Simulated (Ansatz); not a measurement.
All numbers below come from DFT PBE, scalar-relativistic, plane waves, PAW in Ansatz. All cells share a 420 eV cutoff and Γ-centred k meshes spaced at most about 0.3 Å⁻¹ (about 0.25 or finer for metals, 2π included). No spin polarisation.

Temperature and zero-point effects are left out.

Question: Which of these relaxed structures of Zr₃H is the lowest in energy?
1.

```
Zr H
1.0
     3.25742    0.00000    0.00000
    -1.62871    2.82101    0.00000
     0.00000    0.00000    8.02322
Zr H
3 1
Direct
  0.00000 0.00000 0.99003
  0.33333 0.66667 0.34703
  0.66667 0.33333 0.66846
  0.00000 0.00000 0.24448
```

2.

```
Zr H
1.0
     1.52442   -5.27265    0.00000
     1.52442    5.27265    0.00000
     0.00000    0.00000    8.82215
Zr H
6 2
Direct
  0.38434 0.61566 0.25000
  0.12500 0.87500 0.42377
  0.12500 0.87500 0.07623
  0.61566 0.38434 0.75000
  0.87500 0.12500 0.57623
  0.87500 0.12500 0.92377
  0.71681 0.28319 0.25000
  0.28319 0.71681 0.75000
```

Answer: 1. The other, cell 2, lies 98 meV/atom higher. Forms: cell 1 P3m1; cell 2 Cmcm. Counting Zr atoms around H (those within 1.25 times the shortest such distance or 1.15 times the sum of covalent radii, 1.27 where that leaves under three): cell 1 has H 4; cell 2 has H 6. Both come from invented guesses. The lowest form computed isn't among them: it has space group Cmc2_1 (No. 36), 18.3 Å³/atom and lies 7 meV/atom below the best shown.

With hydrogen, zero-point motion can shift such differences by 10 meV/atom or more. Cells relaxed within their symmetry can be saddle points. Some candidate types were left out of the draw beforehand, so a known form may be missing.
